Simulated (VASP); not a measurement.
# Cd (P-1) in VASP: equation of state with vdW-DF

Aim: the equation of state of Cd with vdW-DF.

Everything below comes from runs of VASP 6.6.1. Logs are shortened: lines on timing, memory, paths and dates and some standing lists are left out, and cuts for length are marked.

### 1 The structure

The typed cell holds 1 atom: a = 3.176 Å, b = 3.157 Å, c = 3.063 Å, α = 60.13°, β = 58.30°, γ = 62.88°.

This isn't the form of Cd at room conditions, which is hcp.

### 2 Equation of state, vdW-DF, spin-orbit coupling, no magnetisation

File run.py:

```python
from ase.calculators.vasp import Vasp
from ase.eos import EquationOfState
from ase.io import Trajectory
from ase.io import read
from ase.units import GPa

atoms = read('Cd.xyz')
calc = Vasp(
    directory='calc',
    xc='vdw-df',
    pp='PBE',
    setups='recommended',
    prec='Accurate',
    encut=520,
    ediff=1e-07,
    ismear=0,
    sigma=0.05,
    lreal=False,
    lasph=True,
    nelm=80,
    algo='Normal',
    isif=2,
    lwave=False,
    lcharg=False,
    lorbit=11,
    lsorbit=True,
    gga_compat=False,
    kpts=[7, 7, 8],
    gamma=True,
)
atoms.calc = calc
cell = atoms.cell.copy()
volumes, energies = [], []
traj = Trajectory('eos.traj', 'w')
for x in [0.94, 0.96, 0.98, 1.0, 1.02, 1.04, 1.06]:
    atoms.set_cell(cell * x ** (1 / 3), scale_atoms=True)
    volumes.append(atoms.get_volume())
    energies.append(atoms.get_potential_energy())
    traj.write(atoms)
    print(f'{x:5.2f} {volumes[-1]:12.5f} {energies[-1]:14.6f}')

v0, e0, B = EquationOfState(volumes, energies, eos='vinet').fit()
print(f'V0 = {v0:.4f} A^3, E0 = {e0:.6f} eV, B = {B / GPa:.2f} GPa')
```

File Cd.xyz:

```xyz
1
Lattice="1.6599844200 0.8599580300 2.5672863500 -1.6429694100 0.9029788700 2.5398085500 0.0457646500 -1.7165694500 2.5359719900" Properties=species:S:1:pos:R:3 pbc="T T T"
Cd     0.0000000000      0.0000000000      0.0000000000
```

Potentials or basis: VASP PAW PBE potentials, release 64 (Cd).

Started as:

```sh
python run.py
```

Output:

```text
<dir> UserWarning: vdW has been enabled, however no location for the vdw_kernel.bindat file has been specified. Set ASE_VASP_VDW environment variable to copy the vdW kernel.
  warnings.warn(
 0.94     20.54438       3.125419
 0.96     20.98149       3.098242
 0.98     21.41861       3.075381
 1.00     21.85572       3.056227
 1.02     22.29283       3.040321
 1.04     22.72995       3.027321
 1.06     23.16706       3.016897
<dir> UserWarning: The minimum volume of your fit is not in your volumes.  You may not have a minimum in your dataset!
  warnings.warn(
V0 = 25.7887 A^3, E0 = 2.992664 eV, B = 21.91 GPa
```

OUTCAR:

```text
ENCUT = 520.000000
   EDIFF = 1.00e-07
   GGA = RE
   PREC = Accurate
   ISIF = 2
   ISMEAR = 0
   LORBIT = 11
   NELM = 80
   LASPH = .TRUE.
   LSORBIT = .TRUE.
   LREAL = .FALSE.

 ion  position               nearest neighbor table
   1  0.000  0.000  0.000-

  LATTYP: Found a triclinic cell.
 ALAT       =     3.1778357821
 B/A-ratio  =     2.3589280395
 C/A-ratio  =     1.0128614592
 COS(alpha) =     0.0037907860
 COS(beta)  =     0.5234049362
 COS(gamma) =     0.7986940481

  Lattice vectors:

 A1 = (   1.7218549012,  -2.6709250560,  -0.0039118058)
 A2 = (   0.1226379495,  -7.0482217338,   2.5498692296)
 A3 = (   1.6751926773,  -0.9206888342,  -2.5896213641)

Analysis of symmetry for initial positions (statically):
=====================================================================
 Subroutine PRICEL returns:
 Original cell was already a primitive cell.

 Routine SETGRP: Setting up the symmetry group for a
 triclinic supercell.

 Subroutine GETGRP returns: Found  2 space group operations
 (whereof  2 operations were pure point group operations)
 out of a pool of  2 trial point group operations.

The static configuration has the point symmetry S_2 .

Analysis of symmetry for dynamics (positions and initial velocities):
=====================================================================
 Subroutine PRICEL returns:
 Original cell was already a primitive cell.

 Routine SETGRP: Setting up the symmetry group for a
 triclinic supercell.

 Subroutine GETGRP returns: Found  2 space group operations
 (whereof  2 operations were pure point group operations)
 out of a pool of  2 trial point group operations.

The dynamic configuration has the point symmetry S_2 .

Analysis of structural, dynamic, and magnetic symmetry:
=====================================================================
 Subroutine PRICEL returns:
 Original cell was already a primitive cell.

 Routine SETGRP: Setting up the symmetry group for a
 triclinic supercell.

 Subroutine GETGRP returns: Found  2 space group operations
 (whereof  2 operations were pure point group operations)
 out of a pool of  2 trial point group operations.

The overall configuration has the point symmetry S_2 .

 Subroutine INISYM returns: Found  2 space group operations
 (whereof  2 operations are pure point group operations),
 and found     1 'primitive' translations

----------------------------------------------------------------------------------------

                                     Primitive cell

  volume of cell :      23.1671

  direct lattice vectors                    reciprocal lattice vectors
     1.692541400  0.876824234  2.617638081     0.298401350  0.192186602  0.124703829
    -1.675192677  0.920688834  2.589621364    -0.295622179  0.183634653  0.129634981
     0.046662224 -1.750236222  2.585709558    -0.006016619 -0.378472201  0.130666258

  length of vectors
     3.238139319  3.218707387  3.122722869     0.376204865  0.371374995  0.400438607

  position of ions in fractional coordinates (direct lattice)
     0.000000000  0.000000000  0.000000000

  ion indices of the primitive-cell ions
   primitive index   ion index
                 1           1

----------------------------------------------------------------------------------------

 KPOINTS: KPOINTS created by Atomic Simulation Env

Automatic generation of k-mesh.
 Grid dimensions read from file:
 generate k-points for:    7    7    8

 Generating k-lattice:

  Cartesian coordinates                     Fractional coordinates (reciprocal lattice)
     0.042628764  0.027455229  0.017814833     0.142857143 -0.000000000  0.000000000
    -0.042231740  0.026233522  0.018519283     0.000000000  0.142857143  0.000000000
[... 42 lines left out ...]
   total plane-waves  NPLWV =  13824
   dimension x,y,z NGX =    24 NGY =   24 NGZ =   24
   dimension x,y,z NGXF=    48 NGYF=   48 NGZF=   48
   ions per type =               1
   NGX,Y,Z   is equivalent  to a cutoff of  12.32, 12.40, 12.78 a.u.
   NGXF,Y,Z  is equivalent  to a cutoff of  24.64, 24.79, 25.55 a.u.
 SYSTEM =  unknown system
   PREC   = accura    normal or accurate (medium, high low for compatibility)
   ISTART =      0    job   : 0-new  1-cont  2-samecut
   ICHARG =      2    charge: 1-file 2-atom 10-const
   ISPIN  =      1    spin polarized calculation?
   LNONCOLLINEAR =      T non collinear calculations
   LSORBIT =      T    spin-orbit coupling
   LASPH  =      T    aspherical Exc in radial PAW
   ENCUT  =  520.0 eV  38.22 Ry    6.18 a.u.   6.02  5.98  5.81*2*pi/ulx,y,z
   NELM   =     80;   NELMIN=  2; NELMDL=  0     # of ELM steps
   EDIFF  = 0.1E-06   stopping-criterion for ELM
   LREAL  =      F    real-space projection
   EDIFFG = 0.1E-05   stopping-criterion for IOM
   NSW    =      0    number of steps for IOM
   IBRION =     -1    ionic relax: 0-MD 1-quasi-New 2-CG
   NFREE  =      0    steps in history (QN), initial steepest desc. (CG)
   ISIF   =      2    stress and relaxation
   ISYM   =      2    0-nonsym 1-usesym 2-fastsym
   POTIM  = 0.5000    time-step for ionic-motion
   TEBEG  =    0.0;   TEEND  =   0.0 temperature during run
   PSTRESS=    0.0 pullay stress
   NELECT =      12.0000    total number of electrons
   NUPDOWN=      -1.0000    fix difference up-down
   EMIN   =  10.00;   EMAX   =-10.00  energy-range for DOS
   EFERMI =   0.00;   METHOD = LEGACY
   ISMEAR =     0;   SIGMA  =   0.05  broadening in eV -4-tet -1-fermi 0-gaus
   EFERMI_NEDOS =   21; number of points for ismear=-14 and -15
   IALGO  =     38    algorithm
   IMIX   =      4    mixing-type and parameters
     AMIX     =   0.40;   BMIX     =  1.00
     AMIX_MAG =   1.60;   BMIX_MAG =  1.00
  volume/ion in A,a.u.               =      23.17       156.34
  Fermi-wavevector in a.u.,A,eV,Ry     =   1.314755  2.484527 23.518778  1.728581
  Thomas-Fermi vector in A             =   2.444986
   LORBIT       =     11    0 simple, 1 ext, 2 COOP (PROOUT), +10 PAW based schemes
   GGA     = RE    functional components
   LHFCALC =     F    Hartree Fock is set to
   AEXX    =    0.0000 exact exchange contribution
   IVDW_NL    =     1    kernel type
   BPARAM     = 6.3000
   IVDW    =     0    specifies the selected vdW correction
   LEPSILON=     F    determine dielectric tensor
   LRPA    =     F    only Hartree local field effects (RPA)
 Gauss-broadening in eV      SIGMA  =   0.05
  energy-cutoff  :      520.00
  volume of cell :       23.17
 maximum number of plane-waves:      1278
   NGX = 13   NGY = 11   NGZ = 11

 number of electron      12.0000001 magnetization      -0.0014442     -0.0014525     -0.0012497

 number of electron      12.0000001 magnetization       0.0002109      0.0002545      0.0002040

 number of electron      12.0000001 magnetization      -0.0000038      0.0000061     -0.0000003

 Free energy of the ion-electron system (eV)
  ---------------------------------------------------
  ext. energy  EPLUGINS =         0.00000000
  ---------------------------------------------------
  free energy    TOTEN  =         3.01656848 eV

  energy without entropy =        3.01722516  energy(sigma->0) =        3.01689682

 E-fermi :   2.5645     XC(G=0): -10.5150

 val. band max:        2.5576154849   @ k =  -0.1429  -0.4286   0.2500
 cond. band min:       2.5793060281   @ k =  -0.2857   0.2857   0.3750
 fundamental gap:      0.0216905431
 Fermi energy:         2.5645402104

 k-point     1 :       0.0000    0.0000    0.0000
  band No.  band energies     occupation
      1      -6.9751      1.00000
      2      -6.9751      1.00000
      3      -6.9136      1.00000
      4      -6.9136      1.00000
      5      -6.3299      1.00000
      6      -6.3299      1.00000
[... 589 lines left out ...]
     21      18.9423      0.00000
     22      18.9423      0.00000

 [... further k-points ...]
[... 5 lines left out ...]
  --------------------------------------------------------------------------------------
  -------------------------------------------------------------------------------------
  Total        0.6229936      0.5367160      0.3238790     -0.0141255      0.0347559     -0.0951499
  in kB       43.0847108     37.1179649     22.3986811     -0.9768830      2.4036319     -6.5803363
  external PRESSURE =      34.2004523 kB  Pullay stress =       0.0000000 kB

 VOLUME and BASIS-vectors are now :
 -----------------------------------------------------------------------------
  energy-cutoff  :      520.00
  volume of cell :       23.17
      direct lattice vectors                 reciprocal lattice vectors
     1.692541400  0.876824234  2.617638081     0.298401350  0.192186602  0.124703829
    -1.675192677  0.920688834  2.589621364    -0.295622179  0.183634653  0.129634981
     0.046662224 -1.750236222  2.585709558    -0.006016619 -0.378472201  0.130666258

 POSITION                                       TOTAL-FORCE (eV/Angst)
 -----------------------------------------------------------------------------------
      0.00000      0.00000      0.00000        -0.000000      0.000000      0.000000
 -----------------------------------------------------------------------------------
    total drift:                                0.000000      0.000000      0.000000

  FREE ENERGIE OF THE ION-ELECTRON SYSTEM (eV)
  ---------------------------------------------------
  free  energy   TOTEN  =         3.0165684787 eV

  energy  without entropy=        3.0172251603  energy(sigma->0) =        3.01689682

Total vdW correction in eV:      2.5067393

 Spin-Orbit-Coupling matrix elements

 Ion:    1  E_soc:     -0.0567448
 l=   1
     0.0000000    -0.0024323    -0.0024029
    -0.0024323     0.0000000    -0.0022813
    -0.0024029    -0.0022813     0.0000000
 l=   2
     0.0000000    -0.0014226     0.0000000    -0.0014152    -0.0056443
    -0.0014226     0.0000000    -0.0042657    -0.0014267    -0.0014297
     0.0000000    -0.0042657     0.0000000    -0.0042454     0.0000000
    -0.0014152    -0.0014267    -0.0042454     0.0000000    -0.0014061
    -0.0056443    -0.0014297     0.0000000    -0.0014061     0.0000000
 l=   3
     0.0000000     0.0000000     0.0000000     0.0000000     0.0000000     0.0000000     0.0000000
     0.0000000     0.0000000     0.0000000     0.0000000     0.0000000     0.0000000     0.0000000
     0.0000000     0.0000000     0.0000000     0.0000000     0.0000000     0.0000000     0.0000000
     0.0000000     0.0000000     0.0000000     0.0000000     0.0000000     0.0000000     0.0000000
     0.0000000     0.0000000     0.0000000     0.0000000     0.0000000     0.0000000     0.0000000
     0.0000000     0.0000000     0.0000000     0.0000000     0.0000000     0.0000000     0.0000000
     0.0000000     0.0000000     0.0000000     0.0000000     0.0000000     0.0000000     0.0000000

 total charge

# of ion       s       p       d       tot
------------------------------------------
    1        0.562   0.252   9.498  10.312

 magnetization (x)

# of ion       s       p       d       tot
------------------------------------------
    1        0.000  -0.000  -0.000   0.000

 magnetization (y)

# of ion       s       p       d       tot
------------------------------------------
    1        0.000   0.000  -0.000   0.000

 magnetization (z)

# of ion       s       p       d       tot
------------------------------------------
    1        0.000   0.000   0.000   0.000
```

INCAR:

```text
AGGAC = 0.000000
ENCUT = 520.000000
SIGMA = 0.050000
EDIFF = 1.00e-07
ALGO = Normal
GGA = RE
PREC = Accurate
ISIF = 2
ISMEAR = 0
LORBIT = 11
NELM = 80
LASPH = .TRUE.
LCHARG = .FALSE.
LUSE_VDW = .TRUE.
LWAVE = .FALSE.
LSORBIT = .TRUE.
GGA_COMPAT = .FALSE.
LREAL = .FALSE.
```

Run time: 24 min. Hardware: 1 thread of Intel Xeon Platinum 8259CL at 2.50GHz (Skylake/Cascade Lake), shared host; peak memory 0.44 GiB.

Results:

```
Equilibrium volume : outside the volumes run
```

Energy against volume, from the lowest point:
```tsv
volume (Å³/atom)	energy (meV/atom)
20.544	108.52
20.981	81.35
21.419	58.48
21.856	39.33
22.293	23.42
22.730	10.42
23.167	0.00
```

Caveat: the PAW data sets were made with another functional, which shifts forces and pressure a little.
